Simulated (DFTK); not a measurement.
Crystal: BP.

```
P B
1.0
     0.00000    2.26900    2.26900
     2.26900    0.00000    2.26900
     2.26900    2.26900    0.00000
P B
1 1
Direct
  0.75000 0.75000 0.75000
  0.00000 0.00000 0.00000
```

Base run:

```yaml
Program: DFTK 0.8.2
Functional: r2SCAN
Potentials_or_basis: SG15 1.2 (PBE)
Cutoff: 1225 eV
k_mesh: 10 × 10 × 10
Occupations: fermi-dirac, width 0.05 eV
Spin: no spin polarisation
```

Its results: band gap on the k mesh 1.41 eV, indirect (least direct gap 3.59 eV); pressure -0.5 GPa.

Problem. The run is repeated on the same cell with these changes: functional from r2SCAN to BLYP. What comes out?

Solution. Band gap on the k mesh 1.57 eV, indirect (least direct gap 3.62 eV); pressure 4.5 GPa.

Caveats: the potentials were made for another functional, which shifts forces and pressure.
